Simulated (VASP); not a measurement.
A run of VASP 6.6.1:

The input INCAR:

```
PREC     = Accurate       # precision mode
ENCUT    = 600            # plane-wave cutoff, eV
EDIFF    = 1E-7           # SCF threshold, eV
ISMEAR   = 1              # smearing method
SIGMA    = 0.1            # smearing width, eV
LREAL    = False          # projectors in reciprocal space
LASPH    = True           # aspherical terms in the spheres
NELM     = 80             # most SCF steps
ALGO     = Normal         # electronic algorithm
ISIF     = 3              # what is computed and relaxed
LWAVE    = False          # write WAVECAR
LCHARG   = False          # write CHGCAR
GGA      = PS             # functional
IBRION   = 2              # ionic algorithm
NSW      = 90             # ionic steps
EDIFFG   = -0.005         # ionic threshold
```

Contents of KPOINTS:

```
Automatic mesh
0
Gamma
  18 18 8
```

File POSCAR:

```
Cd                                      
1.0
    2.9543929983      0.0000000000      0.0000000000
   -1.4771964991      2.5585793893      0.0000000000
    0.0000000000     -0.0000000000      5.5868911150
  Cd            
     2
Direct
     0.3333333332999970    0.6666666667000030    0.2500000000000000
     0.6666666667000030    0.3333333332999970    0.7500000000000000
```

Potentials or basis: VASP PAW PBE potentials, release 64 (Cd).

Launch:

```sh
$ cat potpaw_PBE.64/Cd/POTCAR > POTCAR
$ mpirun -np 1 vasp_std > vasp.out
```

Hardware: 1 thread of Intel(R) Xeon(R) 6975P-C (Granite Rapids) (shared host).

Problem. How long does it take, and how much memory?

Solution. Run time: 100 s on 1 thread of Intel(R) Xeon(R) 6975P-C (Granite Rapids), with other jobs on the host, peak memory 0.26 GiB. Counts: scf iterations 24, k points 185, ion steps 4.
